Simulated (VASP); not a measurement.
Set up this calculation in VASP 6.6.1, as the native input.

```
Task                   : single point
Functional             : PBE
Dispersion             : D3(BJ)
Potentials or basis    : VASP PAW PBE potentials, release 64 (S, Mo_sv)
Cutoff                 : 520 eV
k mesh                 : 12 × 12 × 1
Occupations            : gaussian, width 0.02 eV
Spin                   : no spin polarisation
Dipole correction      : yes
Further INCAR settings : ALGO = Fast; EDIFF = 1e-07; NBANDS = 49
```

The structure of MoS2 lies in POSCAR:

```
MoS2
1.0
    3.1509023687      0.0000000000      0.0000000000
   -1.5754511843      2.7287614961      0.0000000000
    0.0000000000      0.0000000000     56.4427220620
S Mo
6 3
Direct
    0.3333333333      0.6666666667      0.3649873716
    0.3333333333      0.6666666667      0.4205181369
    0.6666666667      0.3333333333      0.4722649671
    0.6666666667      0.3333333333      0.5277350329
    0.3333333333      0.6666666667      0.5794818631
    0.3333333333      0.6666666667      0.6350126284
    0.6666666667      0.3333333333      0.3927672632
    0.3333333333      0.6666666667      0.5000000000
    0.6666666667      0.3333333333      0.6072327368
```

These files were run (other wordings do the same):

INCAR

```
SYSTEM = MoS2
PREC = Accurate ; ENCUT = 520
EDIFF = 1E-7 ; ISMEAR = 0
SIGMA = 0.02 ; LREAL = .FALSE.
LASPH = .TRUE. ; NELM = 100
ALGO = Fast ; ISIF = 2
LWAVE = .FALSE. ; LCHARG = .FALSE.
LDIPOL = .TRUE. ; IDIPOL = 3
DIPOL = 0.5 0.5 0.500 ; GGA = PE
IVDW = 12 ; NBANDS = 49
```

KPOINTS

```
regular mesh
0
G
  12 12 1
  0 0 0
```

Potentials or basis: VASP PAW PBE potentials, release 64 (S, Mo_sv).

The run is started by

```sh
$ cat potpaw_PBE.64/S/POTCAR potpaw_PBE.64/Mo_sv/POTCAR > POTCAR
$ mpirun -np 1 vasp_std > vasp.out
```

Results of the run:

The largest force is 0.015 eV/Å. The band gap on the k mesh is 1.02 eV, indirect (least direct gap 1.72 eV). The dispersion energy per atom is -0.396 eV.

Run time: 19 min on 1 thread of Intel(R) Xeon(R) Platinum 8375C CPU @ 2.90GHz (Ice Lake), with other jobs on the host, peak memory 0.7 GiB.
